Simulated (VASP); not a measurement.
BaO: relaxation of cell and atoms with LDA

BaO:

```xyz
2
Lattice="0.0000 2.7904 2.7904 2.7904 0.0000 2.7904 2.7904 2.7904 0.0000" Properties=species:S:1:pos:R:3 pbc="T T T"
Ba    0.0000    0.0000    0.0000
O     2.7904    2.7904    2.7904
```

The cell is a database's computed one.

```yaml
Program: VASP 6.6.1
Task: relaxation of cell and atoms
Functional: LDA
Potentials_or_basis: VASP PAW LDA potentials, release 64 (Ba_sv, O)
Cutoff: 600 eV
k_mesh: 8 × 8 × 8
Occupations: gaussian, width 0.02 eV
Spin: no spin polarisation
Further_INCAR_settings: ALGO = Normal; EDIFF = 1e-07; IBRION = 2; EDIFFG = -0.005; NSW = 90; ISIF = 3
```

| Quantity | Value |
| --- | --- |
| Relaxed volume | 20.55 Å³/atom |
| Relaxed cell | a = 3.873 Å, b = 3.873 Å, c = 3.873 Å, α = 60.00°, β = 60.00°, γ = 60.00° |
| Space group after relaxing (to 0.05 Å) | Fm-3m (No. 225) |
| Energy gained by relaxing | 16.1 meV/atom |
| Ionic steps | 3 |
| Pressure after relaxing | 0.0 GPa |
| Band gap on the k mesh | 1.70 eV, direct |

Step by step:
| step | energy change (eV) | largest force (eV/Å) | pressure (GPa) | volume (Å³) |
| --- | --- | --- | --- | --- |
| 1 | 0.0000 | 0.0000 | -4.15 | 43.45 |
| 2 | -0.0243 | 0.0000 | 2.41 | 40.01 |
| 3 | -0.0322 | 0.0000 | 0.00 | 41.09 |

Final structure:
```
Ba O
1.0
     0.00000    2.73895    2.73895
     2.73895    0.00000    2.73895
     2.73895    2.73895    0.00000
Ba O
1 1
Direct
  0.00000 0.00000 0.00000
  0.50000 0.50000 0.50000
```

Levels at points of the mesh, in eV from the valence-band top:
```
           k point  band 5  band 6  band 7  band 8  band 9  band 10  band 11  band 12
(0.00, 0.00, 0.00)  -10.21   -0.46   -0.46   -0.46    3.46     4.57     4.57     4.57
(0.50, 0.00, 0.00)  -10.34   -2.22   -1.68   -1.68    4.85     7.22     7.22     8.13
(0.50, 0.50, 0.00)  -10.88   -0.22   -0.22    0.00    1.70     6.07     9.06     9.36
```

It took 21 s on 1 thread of Intel(R) Xeon(R) Platinum 8559C (Emerald Rapids), with other jobs on the host, peak memory 0.17 GiB.

Caveat: spin-orbit coupling is left out, which moves the levels of the heavy elements. A k mesh can miss the band edges.
